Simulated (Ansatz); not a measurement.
**MnO: all-electron results**

```
Mn O
1.0
     3.37170    0.00000    0.00000
    -1.68585    2.91998    0.00000
     0.00000    0.00000    5.38550
Mn O
2 2
Cartesian
  0.0000 1.9467 0.0590
  1.6859 0.9733 2.7518
  0.0000 1.9467 2.0221
  1.6859 0.9733 4.7148
```

Atoms are numbered in the order listed.

The geometry is COD entry 4117966, unchecked; take it as a test cell.

Semilocal functionals without U often leave such compounds metallic or with too small a gap, and the real magnetic order may differ.

Runs of this kind can end on a higher state of the open shell or of the magnetic order, so this needn't be the ground state of the method.

Methods: DFT, PBE, all-electron LAPW, scalar-relativistic (Ansatz 0.2.0); DFT, PBE, PAW with Ansatz's default frozen-core files, scalar-relativistic (Ansatz 0.2.0); DFT, PBE, all-electron PAW with datasets made for the crystal, scalar-relativistic (Ansatz 0.2.0).

For LAPW: a Γ-centred 14×14×8 k mesh, Fermi–Dirac smearing of 0.05 eV, basis error target 0.5 meV/atom, spin-polarised from start moments Mn1 4, Mn2 4 μB. PAW takes a cutoff of 420 eV at this cell. The crystal-made all-electron datasets (AE datasets) take a cutoff of 460 eV at this cell. The Ansatz runs share mesh, smearing and spin set-up. Values come from LAPW unless marked.

| Item | Value |
| --- | --- |
| Pressure at this cell | 6.08 GPa |
| Band gap | none at this level of theory (metallic, semimetallic, or a small gap that the functional closes) |
| Stress xx, yy, zz (compression positive) | 3.41, 3.41, 11.41 GPa |
| Largest force | 0.633 eV/Å on Mn1 |
| Moment of the cell | 9.99 μB |
| Moments in the spheres | Mn1 4.22, O3 0.23 μB |
| Density of states at the Fermi level (0.2 eV bin) | 0.16 states/eV per cell |
| Löwdin charges (with 0.30 e of the cell spilling out of the atomic basis, so their sizes and signs hang on that basis) | Mn1 1.21, O3 -1.06 e |
| Bader charges (from the PAW run) | Mn1 +1.35, O3 -1.35 e |
| Contact hyperfine fields (crystal-made datasets) | Mn1 -18.9, O3 16.3 T, core polarisation included, positive along the moment of the spin-up electrons |
| Volume per atom | 13.26 Å³ |
